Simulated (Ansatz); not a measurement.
Start from ZnTe in the zinc blende structure (space group F-43m, No. 216; a = 6.1792 Å).

The values are results of plane-wave PAW DFT at the PBE level (Ansatz, a program for electronic structure, 420 eV), scalar-relativistic without spin-orbit coupling, earlier PAW set, not measurements.

Before the change:

- Volume per atom: 29.49 Å³
- Electron mass: 0.077 mₑ (at Γ)
- Width of the top valence band: 2.43 eV

Modification: a hydrostatic pressure of 7 GPa.

Q: What does the calculation give for the volume per atom, electron mass and width of the top valence band after the change?

A: The volume per atom drops by 3.376 Å³ to 26.12 Å³; the electron mass becomes 0.10 mₑ (at Γ) (base: 0.077 mₑ (at Γ)); the width of the top valence band goes up by 0.58 eV (2.43 eV → 3.01 eV).

With Te present, leaving out spin-orbit coupling can change the band edges. The levels and masses belong to the bands next to the band gap. Load acts through the strain it causes; cell and atoms are relaxed under it. Masses are band curvatures over ±0.01 Å⁻¹ around the edge. No phonon test of stability was made. Tetrahedral semiconductors of this kind turn to denser phases somewhere between about 1 and 50 GPa; those were not computed, so compressed cells here can lie past the real transition.
